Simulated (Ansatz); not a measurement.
## Is this LiCl structure a true minimum?

The cell was reached from a generator's guess, though it ends in a space group that the Crystallography Open Database lists for this formula.

All numbers below come from DFT PBE, scalar-relativistic, plane waves, PAW (Ansatz). Plane waves to 420 eV, a k mesh through Γ of 8×8×8 on the computed 2-atom cell and Gaussian smearing (0.02 eV); no spin polarisation.

The cell below (2 atoms, space group Fm-3m (No. 225)) is relaxed within its symmetry.

```
Li Cl
1.0
     0.00000    2.57413    2.57413
     2.57413    0.00000    2.57413
     2.57413    2.57413    0.00000
Li Cl
1 1
Direct
  0.00000 0.00000 0.00000
  0.50000 0.50000 0.50000
```

For the test a repeat of it with 8 atoms (edges 3.64, 6.31, 6.31 Å) was strained at random (σ = 1.5 % a component), the atoms were moved at random (σ = 0.10 Å), and all was relaxed again on a coarse 4×2×2 mesh (in the run’s order of axes) with 0.10 eV smearing, with no symmetry imposed.

Q: Does it come back?

A: It returns, within 1 meV/atom of the unmoved cell on that mesh and with the same symmetry when read at 0.1 Å (P1 at 0.01 Å, so small strains and shifts remain). No instability shows in this cell; modes of other wave vectors, which need another repeat, aren't tested.
